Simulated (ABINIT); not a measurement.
The system is Pd.

```
Pd
1.0
     2.78367    0.00000    0.00000
    -1.39183    2.41072    0.00000
     0.00000    0.00000    4.62889
Pd
2
Direct
  0.33333 0.66667 0.25000
  0.66667 0.33333 0.75000
```

This isn't the form of Pd at room conditions, which is fcc.

```yaml
Program: ABINIT 10.8.3 (patched build)
Task: relaxation of cell and atoms
Functional: PBE
Dispersion: D3
Potentials_or_basis: JTH PAW PBE v2.0
Cutoff: 599 eV
k_mesh: 11 × 11 × 6
Occupations: fermi-dirac, width 0.05 eV
Spin: no spin polarisation
```

At the start: pressure -8.6 GPa; volume 15.53 Å³/atom.

Task: Where does the relaxation end?

Result: Over 6 steps the energy falls by 22.7 meV/atom and the volume is 14.74 Å³/atom (-5.1 %); space group P6_3/mmc (No. 194, to 0.05 Å).

The path:
| step | energy change (eV) | largest force (eV/Å) | pressure (GPa) | volume (Å³) |
| --- | --- | --- | --- | --- |
| 1 | 0.0000 | 0.0000 | -8.62 | 31.06 |
| 2 | -0.0338 | 0.0000 | -4.61 | 30.25 |
| 3 | -0.0452 | 0.0000 | 0.55 | 29.38 |
| 4 | -0.0454 | 0.0000 | -0.01 | 29.47 |
| 5 | -0.0454 | 0.0000 | -0.01 | 29.47 |
| 6 | -0.0454 | 0.0000 | 0.00 | 29.47 |

Final structure:
```
Pd
1.0
     2.73258    0.00000    0.00000
    -1.36629    2.36648    0.00000
     0.00000    0.00000    4.55739
Pd
2
Direct
  0.33333 0.66667 0.25000
  0.66667 0.33333 0.75000
```

Caveat: pairwise dispersion overbinds metals, which lowers pressure and volume.
